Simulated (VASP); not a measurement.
# In (Im-3m) in VASP: single point with r2SCAN

Aim: the single point of In with r2SCAN.

All numbers are computed with VASP 6.6.1; they aren't measurements. Logs are shortened: lines on timing, memory, paths and dates and some standing lists are left out, and cuts for length are marked.

## 1. Starting point

The structure is cubic, space group Im-3m (No. 229). The conventional cell has a = 3.765 Å, b = 3.765 Å, c = 3.765 Å, α = 90.00°, β = 90.00°, γ = 90.00°. In (site symmetry m-3m) is surrounded by 8 In at 3.26 Å.

This isn't the form of In at room conditions, which is tetragonal.

## 2. Single point, r2SCAN

Input file POSCAR:

```
In
1.0
   -1.8825250000      1.8825250000      1.8825250000
    1.8825250000     -1.8825250000      1.8825250000
    1.8825250000      1.8825250000     -1.8825250000
In
1
Direct
    0.0000000000      0.0000000000      0.0000000000
```

Input file INCAR.step1:

```
PREC = Accurate
ENCUT = 520
ISMEAR = 1
SIGMA = 0.1
LREAL = False
LASPH = True
NELM = 100
NBANDS = 12
GGA = PE
ALGO = Normal
EDIFF = 1E-4
LWAVE = True
LCHARG = False
```

Input file INCAR.step2:

```
PREC = Accurate
ENCUT = 520
EDIFF = 1E-6
ISMEAR = 1
SIGMA = 0.1
LREAL = False
LASPH = True
NELM = 100
ALGO = Normal
ISIF = 2
LWAVE = False
LCHARG = True
METAGGA = R2SCAN
LMIXTAU = True
LELF = True
LVHAR = True
NBANDS = 12
ISTART = 1
```

Input file KPOINTS:

```
Automatic mesh
0
Gamma
  9 9 9
  0.5 0.5 0.5
```

Potentials or basis: VASP PAW PBE potentials, release 64 (In_d).

Started as:

```
> cat potpaw_PBE.64/In_d/POTCAR > POTCAR
> cp INCAR.step1 INCAR
> mpirun -np 1 vasp_std > vasp.out
> cp INCAR.step2 INCAR
> mpirun -np 1 vasp_std > vasp.out
```

OUTCAR:

```text
PREC = Accurate
   ENCUT = 520
   EDIFF = 1E-6
   ISMEAR = 1
   LREAL = False
   LASPH = True
   NELM = 100
   ISIF = 2
   METAGGA = R2SCAN
   ISTART = 1

 ion  position               nearest neighbor table
   1  0.000  0.000  0.000-

  LATTYP: Found a body centered cubic cell.
 ALAT       =     3.7650500000

  Lattice vectors:

 A1 = (  -1.8825250000,   1.8825250000,   1.8825250000)
 A2 = (   1.8825250000,  -1.8825250000,   1.8825250000)
 A3 = (   1.8825250000,   1.8825250000,  -1.8825250000)

Analysis of symmetry for initial positions (statically):
=====================================================================
 Subroutine PRICEL returns:
 Original cell was already a primitive cell.

 Routine SETGRP: Setting up the symmetry group for a
 body centered cubic supercell.

 Subroutine GETGRP returns: Found 48 space group operations
 (whereof 48 operations were pure point group operations)
 out of a pool of 48 trial point group operations.

The static configuration has the point symmetry O_h .

Analysis of symmetry for dynamics (positions and initial velocities):
=====================================================================
 Subroutine PRICEL returns:
 Original cell was already a primitive cell.

 Routine SETGRP: Setting up the symmetry group for a
 body centered cubic supercell.

 Subroutine GETGRP returns: Found 48 space group operations
 (whereof 48 operations were pure point group operations)
 out of a pool of 48 trial point group operations.

The dynamic configuration has the point symmetry O_h .

 Subroutine INISYM returns: Found 48 space group operations
 (whereof 48 operations are pure point group operations),
 and found     1 'primitive' translations

----------------------------------------------------------------------------------------

                                     Primitive cell

  volume of cell :      26.6859

  direct lattice vectors                    reciprocal lattice vectors
    -1.882525000  1.882525000  1.882525000     0.000000000  0.265600722  0.265600722
     1.882525000 -1.882525000  1.882525000     0.265600722  0.000000000  0.265600722
     1.882525000  1.882525000 -1.882525000     0.265600722  0.265600722  0.000000000

  length of vectors
     3.260628947  3.260628947  3.260628947     0.375616144  0.375616144  0.375616144

  position of ions in fractional coordinates (direct lattice)
     0.000000000  0.000000000  0.000000000

  ion indices of the primitive-cell ions
   primitive index   ion index
                 1           1

----------------------------------------------------------------------------------------

 KPOINTS: Automatic mesh

Automatic generation of k-mesh.
 Grid dimensions read from file:
 generate k-points for:    9    9    9

 Generating k-lattice:

  Cartesian coordinates                     Fractional coordinates (reciprocal lattice)
     0.000000000  0.029511191  0.029511191     0.111111111  0.000000000  0.000000000
     0.029511191  0.000000000  0.029511191     0.000000000  0.111111111  0.000000000
     0.029511191  0.029511191  0.000000000     0.000000000  0.000000000  0.111111111

  Length of vectors
     0.041735127  0.041735127  0.041735127

  Shift w.r.t. Gamma in fractional coordinates (k-lattice)
     0.500000000  0.500000000  0.500000000

 Subroutine IBZKPT returns following result:
 ===========================================

 Found     35 irreducible k-points:

 Following reciprocal coordinates:
            Coordinates               Weight
  0.055556  0.055556  0.055556      8.000000
  0.166667  0.055556  0.055556     24.000000
  0.277778  0.055556  0.055556     24.000000
  0.388889  0.055556  0.055556     24.000000
 -0.055556  0.055556  0.055556      6.000000
  0.166667  0.166667  0.055556     24.000000
[... 16 lines left out ...]
 -0.277778  0.277778  0.166667     24.000000
 -0.388889  0.388889  0.166667     24.000000
 [... further k-points ...]
   k-points           NKPTS =     35   k-points in BZ     NKDIM =     35   number of bands    NBANDS=     12
   number of dos      NEDOS =    301   number of ions     NIONS =      1
   total plane-waves  NPLWV =  13824
   dimension x,y,z NGX =    24 NGY =   24 NGZ =   24
   dimension x,y,z NGXF=    48 NGYF=   48 NGZF=   48
   ions per type =               1
   NGX,Y,Z   is equivalent  to a cutoff of  12.24, 12.24, 12.24 a.u.
   NGXF,Y,Z  is equivalent  to a cutoff of  24.47, 24.47, 24.47 a.u.
 SYSTEM =  unknown system
   PREC   = accura    normal or accurate (medium, high low for compatibility)
   ISTART =      1    job   : 0-new  1-cont  2-samecut
   ICHARG =      0    charge: 1-file 2-atom 10-const
   ISPIN  =      1    spin polarized calculation?
   LNONCOLLINEAR =      F non collinear calculations
   LSORBIT =      F    spin-orbit coupling
   LASPH  =      T    aspherical Exc in radial PAW
   ENCUT  =  520.0 eV  38.22 Ry    6.18 a.u.   6.06  6.06  6.06*2*pi/ulx,y,z
   NELM   =    100;   NELMIN=  2; NELMDL=  0     # of ELM steps
   EDIFF  = 0.1E-05   stopping-criterion for ELM
   LREAL  =      F    real-space projection
   EDIFFG = 0.1E-04   stopping-criterion for IOM
   NSW    =      0    number of steps for IOM
   IBRION =     -1    ionic relax: 0-MD 1-quasi-New 2-CG
   NFREE  =      0    steps in history (QN), initial steepest desc. (CG)
   ISIF   =      2    stress and relaxation
   ISYM   =      2    0-nonsym 1-usesym 2-fastsym
   POTIM  = 0.5000    time-step for ionic-motion
   TEBEG  =    0.0;   TEEND  =   0.0 temperature during run
   PSTRESS=    0.0 pullay stress
   NELECT =      13.0000    total number of electrons
   NUPDOWN=      -1.0000    fix difference up-down
   EMIN   =  10.00;   EMAX   =-10.00  energy-range for DOS
   EFERMI =   0.00;   METHOD = LEGACY
   ISMEAR =     1;   SIGMA  =   0.10  broadening in eV -4-tet -1-fermi 0-gaus
   EFERMI_NEDOS =   21; number of points for ismear=-14 and -15
   IALGO  =     38    algorithm
   IMIX   =      4    mixing-type and parameters
     AMIX     =   0.40;   BMIX     =  1.00
     AMIX_MAG =   1.60;   BMIX_MAG =  1.00
  volume/ion in A,a.u.               =      26.69       180.09
  Fermi-wavevector in a.u.,A,eV,Ry     =   1.288136  2.434225 22.576086  1.659295
  Thomas-Fermi vector in A             =   2.420108
   LORBIT       =      0    0 simple, 1 ext, 2 COOP (PROOUT), +10 PAW based schemes
   METAGGA = R2SCAN    functional components
   LHFCALC =     F    Hartree Fock is set to
   AEXX    =    0.0000 exact exchange contribution
   IVDW    =     0    specifies the selected vdW correction
   LEPSILON=     F    determine dielectric tensor
   LRPA    =     F    only Hartree local field effects (RPA)
 non-spin polarized calculation
 Methfessel and Paxton  Order N= 1 SIGMA  =   0.10
  energy-cutoff  :      520.00
  volume of cell :       26.69
 maximum number of plane-waves:       736
   NGX = 13   NGY = 13   NGZ = 13

 number of electron      13.0000005 magnetization

 Free energy of the ion-electron system (eV)
  ---------------------------------------------------
  ext. energy  EPLUGINS =         0.00000000
  ---------------------------------------------------
  free energy    TOTEN  =       -22.52675824 eV

  energy without entropy =      -22.52677910  energy(sigma->0) =      -22.52676519

 E-fermi :   7.2791     XC(G=0): -10.9669

 val. band max:        7.2789383203   @ k =  -0.3889   0.3889   0.1667
 cond. band min:       7.3703923617   @ k =  -0.2778   0.5000   0.0556
 fundamental gap:      0.0914540414
 Fermi energy:         7.2791074769

 k-point     1 :       0.0556    0.0556    0.0556
  band No.  band energies     occupation
      1      -7.9971      2.00000
      2      -7.9971      2.00000
      3      -7.9065      2.00000
      4      -7.7168      2.00000
      5      -7.7168      2.00000
      6      -2.1691      2.00000
      7      15.6609      0.00000
      8      16.7915      0.00000
      9      16.7915      0.00000
     10      20.4496      0.00000
     11      20.4496      0.00000
     12      21.3910      0.00000

 k-point     2 :       0.1667    0.0556    0.0556
  band No.  band energies     occupation
      1      -8.0310      2.00000
      2      -7.9817      2.00000
      3      -7.7896      2.00000
      4      -7.7382      2.00000
      5      -7.7138      2.00000
      6      -1.2608      2.00000
      7      12.1533      0.00000
      8      14.4849      0.00000
      9      15.3296      0.00000
     10      20.2448      0.00000
     11      20.4335      0.00000
     12      21.8191      0.00000

 k-point     3 :       0.2778    0.0556    0.0556
  band No.  band energies     occupation
      1      -8.0675      2.00000
      2      -7.9867      2.00000
      3      -7.7407      2.00000
      4      -7.7120      2.00000
      5      -7.6596      2.00000
      6       0.2672      2.00000
      7       8.4659     -0.00000
      8      13.0947      0.00000
      9      14.2685      0.00000
     10      19.6298      0.00000
     11      19.6978      0.00000
     12      23.2932      0.00000
[... 286 lines left out ...]
 k-point    23 :      -0.2778    0.2778    0.1667
  band No.  band energies     occupation
      1      -7.9404      2.00000
      2      -7.9106      2.00000
      3      -7.8244      2.00000
      4      -7.7493      2.00000
      5      -7.7451      2.00000
      6      -0.0540      2.00000
      7      10.7373      0.00000
      8      12.8276      0.00000
      9      14.0702      0.00000
     10      16.6705      0.00000
     11      21.3823      0.00000
     12      21.9354      0.00000

 k-point    24 :      -0.3889    0.3889    0.1667
  band No.  band energies     occupation
      1      -7.9675      2.00000
      2      -7.9592      2.00000
      3      -7.8093      2.00000
      4      -7.7579      2.00000
      5      -7.6034      2.00000
      6       1.7656      2.00000
      7       7.2789      1.00286
      8      11.8037      0.00000
      9      13.4882      0.00000
     10      18.0289      0.00000
     11      20.7155      0.00000
     12      21.4190      0.00000

 [... further k-points ...]

------------------------ aborting loop because EDIFF is reached ----------------------------------------

  FORCE on cell =-STRESS in cart. coord.  units (eV):
  Direction    XX          YY          ZZ          XY          YZ          ZX
  --------------------------------------------------------------------------------------
  -------------------------------------------------------------------------------------
  Total        0.0482971      0.0482971      0.0482971      0.0000000      0.0000000      0.0000000
  in kB        2.8996761      2.8996761      2.8996761      0.0000000      0.0000000      0.0000000
  external PRESSURE =       2.8996761 kB  Pullay stress =       0.0000000 kB

 VOLUME and BASIS-vectors are now :
 -----------------------------------------------------------------------------
  energy-cutoff  :      520.00
  volume of cell :       26.69
      direct lattice vectors                 reciprocal lattice vectors
    -1.882525000  1.882525000  1.882525000     0.000000000  0.265600722  0.265600722
     1.882525000 -1.882525000  1.882525000     0.265600722  0.000000000  0.265600722
     1.882525000  1.882525000 -1.882525000     0.265600722  0.265600722  0.000000000

 POSITION                                       TOTAL-FORCE (eV/Angst)
 -----------------------------------------------------------------------------------
      0.00000      0.00000      0.00000         0.000000     -0.000000      0.000000
 -----------------------------------------------------------------------------------
    total drift:                                0.000000      0.000000      0.000000

  FREE ENERGIE OF THE ION-ELECTRON SYSTEM (eV)
  ---------------------------------------------------
  free  energy   TOTEN  =       -22.5267582386 eV

  energy  without entropy=      -22.5267791008  energy(sigma->0) =      -22.52676519
```

Run time: 22 s. Hardware: 1 thread of Intel Xeon Platinum 8488C (Sapphire Rapids), shared host; peak memory 0.14 GiB.

Results:

```
Free energy            : -22.5268 eV
Pressure               : 0.3 GPa
Band gap on the k mesh : none (metal or under the smearing width)
```

Caveat: the PAW data sets were made with another functional, which shifts forces and pressure a little.
